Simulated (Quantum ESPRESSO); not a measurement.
## WC (Qusongite): zone-centre phonons under several settings

```
W C
1.0
     2.90650    0.00000    0.00000
    -1.45325    2.51710    0.00000
     0.00000    0.00000    2.83660
W C
1 1
Direct
  0.00000 0.00000 0.00000
  0.66667 0.33333 0.50000
```

All runs used Quantum ESPRESSO 7.5; potentials PseudoDojo 0.4.1 SR PBE standard; k mesh 8 × 8 × 8; no spin polarisation; cutoff 1116 eV; occupations cold, width 0.2 eV.

```csv
level,geometry,volume (Å³/atom),pressure (GPa),lowest optical mode without the field (cm⁻¹),highest optical mode without the field (cm⁻¹)
PBE,relaxed at 0 GPa,10.53,0.0,570,610
PBE,relaxed at 5 GPa,?,5.0,?,?
PBE,relaxed at 10 GPa,10.27,10.0,603,635
PBE,relaxed at 20 GPa,10.04,20.0,633,657
```

Task: What stands in the row left open?

Result: Volume 10.39 Å³/atom; lowest optical mode without the field 586 cm⁻¹; highest optical mode without the field 623 cm⁻¹.

Caveats: the mesh is thin for the phonons of a metal; the cell is more than 3 GPa from zero pressure, which shifts response properties (some runs).

For the row left open. Caveat: the mesh is thin for the phonons of a metal; the cell is more than 3 GPa from zero pressure, which shifts response properties.
